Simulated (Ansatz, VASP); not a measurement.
# Sc in VASP and in Ansatz

File INCAR:

```
PREC     = Accurate       # precision mode
ENCUT    = 520            # plane-wave cutoff, eV
EDIFF    = 1E-7           # SCF threshold, eV
ISMEAR   = -1             # smearing method
SIGMA    = 0.05           # smearing width, eV
LREAL    = F              # projectors in reciprocal space
LASPH    = T              # aspherical terms in the spheres
NELM     = 60             # most SCF steps
ALGO     = Normal         # electronic algorithm
ISIF     = 2              # what is computed and relaxed
LWAVE    = F              # write WAVECAR
LCHARG   = F              # write CHGCAR
GGA      = PE             # functional
NBANDS   = 18             # bands
```

File KPOINTS:

```
regular mesh
0
Gamma
  9 9 5
```

POSCAR

```
Sc
1.0
    3.2867912771      0.0000000000      0.0000000000
   -1.6433956386      2.8464447429      0.0000000000
    0.0000000000      0.0000000000      5.2379076584
Sc
2
Direct
    0.6666666667      0.3333333333      0.7500000000
    0.3333333333      0.6666666667      0.2500000000
```

The input input.yaml:

```yaml
crystal:
  lattice:
    - [3.2867912771, 0.0, 0.0]
    - [-1.6433956386, 2.8464447429, 0.0]
    - [0.0, 0.0, 5.2379076584]
  atoms:
    - { symbol: Sc, position: [0.6666666667, 0.3333333333, 0.75] }
    - { symbol: Sc, position: [0.3333333333, 0.6666666667, 0.25] }
hamiltonian:
  xc: pbe
  pseudopotentials: { kind: paw }
kpoints:
  mp_grid: { grid: [9, 9, 5] }
scf:
  occupations: { method: fermi_dirac, width: 0.05 }
output:
  forces: true
  stress: true
  eigenvalues: true
  write_density: true
  write_potential: true
  elf: true
  volumetric_format: npy
```

Change from the starting cell: volume scaled by 0.98.

Alike in both runs: task single point; functional PBE; k mesh 9 × 9 × 5; occupations fermi-dirac, width 0.05 eV; no spin polarisation.

|  | VASP | Ansatz |
| --- | --- | --- |
| version | VASP 6.6.1 | Ansatz 0.2.0 |
| potentials or method | VASP PAW PBE potentials, release 64 (Sc_sv) | Ansatz PAW |
| plane-wave cutoff (eV) | 520 | 420 |
| valence electrons in the cell | 22 | 22 |

|  | VASP | Ansatz | Ansatz less VASP |
| --- | --- | --- | --- |
| gap on the k mesh at the Fermi level (eV) | none | none | - |
| pressure (GPa) | 0.4 | 0.4 | -0.03 |
| largest component of the traceless stress (GPa) | 1.07 | 1.07 | +0.005 |

A gap of «none» marks a metal or a gap that the smearing closes. The functional is the same, so the differences come from potentials, cutoffs and numerics.
